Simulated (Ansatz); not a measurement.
# CdTe (rocksalt type): a relaxation

Aim: a sound relaxation of CdTe (rocksalt type). The structure is shown as the input types it.

Computed with Ansatz 0.2.0 (Kohn-Sham DFT, with the functional, basis and potentials that each input names (as first typed), unless a step's input says otherwise).

## Step 1: The system as given

It takes space group Fm-3m (No. 225, cubic). Conventional cell: a = 5.796 Å, b = 5.796 Å, c = 5.796 Å, α = 90.00°, β = 90.00°, γ = 90.00°. Cd (site symmetry m-3m) is surrounded by 6 Te at 2.90 Å. Te (site symmetry m-3m) has 6 Cd at 2.90 Å as nearest neighbours.

Coordinates:

```
Cd Te
1.0
     0.00000    2.89816    2.89816
     2.89816    0.00000    2.89816
     2.89816    2.89816    0.00000
Cd Te
1 1
Direct
  0.00000 0.00000 0.00000
  0.50000 0.50000 0.50000
```

## Step 2: Input and run

The input, input.yaml:

```yaml
crystal:
  lattice:
    - [0.0, 2.8981565878, 2.8981565878]
    - [2.8981565878, 0.0, 2.8981565878]
    - [2.8981565878, 2.8981565878, 0.0]
  atoms:
    - { symbol: Cd, position: [0.0, 0.0, 0.0] }
    - { symbol: Te, position: [0.5, 0.5, 0.5] }
kpoints:
  mp_grid: { grid: [13, 13, 13] }
scf:
  occupations: { method: fermi_dirac, width: 0.08 }
  max_iter: 50
hamiltonian:
  xc: r2scan
  pseudopotentials: { kind: paw }
  hubbard: { sites: [{ species: Te, l: f, u_eff: 30.0 }] }
output:
  forces: true
  stress: true
relax:
  f_tol: 0.005
  max_steps: 40
  cell: {}
```

Launch:

```bash
> ansatz run input.yaml --threads 1 --pin off --max-ram 2048MiB --backend cpu --events-out ev --progress --plain --runs-dir out
```

Output:

```text
Error: inconsistent input (hamiltonian.hubbard.sites[].l, hamiltonian.hubbard.sites[].shell): the file of Te doesn't list 4f, and it can't be added: PBE doesn't bind the shell 4f of the free atom, whose level lies at +1.11 eV. Type an atom or ion with it (hamiltonian.pseudopotentials.projection_atoms), take another file or name another shell
```

Run time: 0.3 s. Hardware: 1 thread of Arm Neoverse V1, shared host; peak memory 0.084 GiB.

## Step 3: What went wrong

Nothing was computed: the input was turned down at the start. Its message: «inconsistent input (hamiltonian.hubbard.sites[].l, hamiltonian.hubbard.sites[].shell): the file of Te doesn't list 4f, and it can't be added: PBE doesn't bind the shell 4f of the free atom, whose level lies at +1.11 eV ...»

The suspect setting: hamiltonian.hubbard.sites is [{species: Te, l: f, u_eff: 30.0}]. The Hubbard term names a species or shell that the system's potentials don't have.

The cure: delete hamiltonian.hubbard.sites.

## Step 4: Again, with the input mended

Level of this run: DFT, r2SCAN, PAW with Ansatz's default frozen-core files, scalar-relativistic.

Other changes include scf.max_iter.

input.yaml, as its differences from that of step 2:

```diff
@@ -12,3 +12,2 @@
   occupations: { method: fermi_dirac, width: 0.08 }
-  max_iter: 50
 hamiltonian:
@@ -16,3 +15,2 @@
   pseudopotentials: { kind: paw }
-  hubbard: { sites: [{ species: Te, l: f, u_eff: 30.0 }] }
 output:
```

Launch:

```bash
> ansatz run input.yaml --threads 1 --pin off --max-ram 2048MiB --backend cpu --events-out ev --progress --plain --runs-dir out
```

Excerpt of the output:

```text
[...]
Basis set: ecut = 500 eV, 1243 PW (Γ), exchange–correlation on 120×120×120 points (64 copies of the dense FFT grid, shifted against one another)
[...]
k-points: 84 of 2197
[...]
SCF iter   1: F=—  HF=-15263.566679 eV  |F-HF|=—  |Δ(HF+E_count)|=         —  Δρ=5.56e-3  dr2=8.07e-3  dr2_τ=1.05e-2  ethr=1.77e-3  ⟨swp⟩=5.5  Hψ=8246  notcnv=0
preconditioner: auto → Kerker (q_TF=auto, 2.594 Å⁻¹)  [metal: Δε(μ)=0.026 eV  Ē_g=12.908 eV  σ=0.080 eV  W_gap=0.08  n_scr=14 (ndim 8)  ℏωp=22.6 eV  f_vac=0.012  D(μ)=0.59/eV (n_scr^D=0)]
SCF iter   2: F=—  HF=-15263.586218 eV  |F-HF|=—  |Δ(HF+E_count)|=   1.95e-2  Δρ=3.57e-3  dr2=3.63e-3  dr2_τ=4.33e-4  ethr=2.24e-5  ⟨swp⟩=2.0  Hψ=3612  notcnv=0
[...]
relax step   1: F+E_penalty+E_count = -15263.58788718 eV  Δ(F+E_penalty+E_count) = +0.000e0 eV  max|allowed force component| = 2.123e-29 eV/Å  Δτ_max = 0.0000 Å  P = +10.900 GPa  Ω = 48.685 Å³  (6 SCF iters, dr2 threshold 1.00e-7 eV, accepted)
[...]
Basis set: ecut = 500 eV, 1411 PW (Γ), exchange–correlation on 120×120×120 points (64 copies of the dense FFT grid, shifted against one another)
[...]
relax step   2: F+E_penalty+E_count = -15263.80883100 eV  Δ(F+E_penalty+E_count) = -2.209e-1 eV  max|allowed force component| = 3.648e-30 eV/Å  Δτ_max = 0.0000 Å  P = +0.063 GPa  Ω = 56.158 Å³  energy of the carried Pulay correction = -2.391e-3 eV  (9 SCF iter
[...]
relax step   3: F+E_penalty+E_count = -15263.80882809 eV  Δ(F+E_penalty+E_count) = +2.908e-6 eV  max|allowed force component| = 9.466e-30 eV/Å  Δτ_max = 0.0000 Å  P = +0.014 GPa  Ω = 56.208 Å³  energy of the carried Pulay correction = -2.406e-3 eV  (4 SCF iter
Basis set: ecut = 500 eV, 1411 PW (Γ), exchange–correlation on 128×128×128 points (64 copies of the dense FFT grid, shifted against one another)
[...]
relax step   4: F+E_penalty+E_count = -15263.81254562 eV  Δ(F+E_penalty+E_count) = -3.718e-3 eV  max|allowed force component| = 7.823e-30 eV/Å  Δτ_max = 0.0000 Å  P = +0.067 GPa  Ω = 56.208 Å³  stress off target by 6.70e-2 GPa  SCF on the basis re-selected at 
[...]
Basis set: ecut = 500 eV, 1459 PW (Γ), exchange–correlation on 128×128×128 points (64 copies of the dense FFT grid, shifted against one another)
[...]
relax step   5: F+E_penalty+E_count = -15263.81253804 eV  Δ(F+E_penalty+E_count) = +7.582e-6 eV  max|allowed force component| = 8.612e-30 eV/Å  Δτ_max = 0.0000 Å  P = +0.001 GPa  Ω = 56.277 Å³  energy of the carried Pulay correction = -2.230e-5 eV  (5 SCF iter
[...]
SCF iter   4: F=—  HF=-15263.812559 eV  |F-HF|=—  |Δ(HF+E_count)|=  6.37e-11  Δρ=3.04e-7  dr2=5.61e-11  dr2_τ=3.83e-12  ethr=1.00e-12  ⟨swp⟩=1.0  Hψ=1848  notcnv=0
SCF iter   5: F=-15263.812559 eV  HF=-15263.812559 eV  |F-HF|=1.82e-11  |Δ(HF+E_count)|=  3.64e-12  Δρ=9.63e-8  dr2=4.45e-12  dr2_τ=7.49e-13  ethr=1.00e-12  ⟨swp⟩=4.9  Hψ=8175  notcnv=0
[...]
relax step   6: F+E_penalty+E_count = -15263.81255868 eV  Δ(F+E_penalty+E_count) = -2.063e-5 eV  max|allowed force component| = 8.217e-30 eV/Å  Δτ_max = 0.0000 Å  P = +0.001 GPa  Ω = 56.277 Å³  stress off target by 1.43e-3 GPa  SCF on the basis re-selected at 
[...]
SCF converged after 5 iterations
Free energy (F): -15263.812559 eV
[...]
E sigma→0 (E₀):  -15263.805849 eV
[...]
Fermi energy:    10.072308 eV
[...]
  P = ⅓ Tr σ = 0.0014 GPa (0.014 kbar)
--- Relaxed structure (4 steps of the walk, 4 accepted, 2 SCFs on fresh bases) ---
[...]
```

Wall time 64 s (1 thread of Arm Neoverse V1, shared host); peak memory 0.55 GiB.

## Step 5: What came out

| quantity | value |
| --- | --- |
| first try | refused |
| cause | U on a missing shell |
| second try | converged |
| energy (zero set by the potentials) | -15263.8126 eV |
| pressure | 0.00 GPa |
| gap on the mesh | none (metal on this mesh) |
| largest force | 0.000 eV/Å |

In words: The second try converges.
